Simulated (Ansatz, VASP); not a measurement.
## Two plane-wave programs on RbBr

```xyz
2
Lattice="4.1261 0.0000 0.0000 0.0000 4.1261 0.0000 0.0000 0.0000 4.1261" Properties=species:S:1:pos:R:3 pbc="T T T"
Rb    0.0000    0.0000    0.0000
Br    2.0630    2.0630    2.0630
```

The cell comes from a database or a generator and needn't be the stable form of this composition.

Alike in both runs: task single point; functional r2SCAN; k mesh 4 × 4 × 4; no spin polarisation.

```csv
,VASP,Ansatz
version,VASP 6.6.1,Ansatz 0.2.0
potentials or method,"VASP PAW PBE potentials, release 64 (Rb_sv, Br)","plane waves, PAW"
plane-wave cutoff (eV),520,500
occupations,"gaussian, width 0.01 eV",fixed
valence electrons in the cell,16,16
```

|  | VASP | Ansatz | Ansatz less VASP |
| --- | --- | --- | --- |
| gap on the k mesh at the Fermi level (eV) | 4.83 | 4.83 | -0.003 |

Caveats: the PAW data sets were made with another functional, which shifts forces and pressure a little (VASP). r2SCAN opens gaps a little over a GGA but as a rule still falls short of measured ones. A k mesh can miss the band edges.
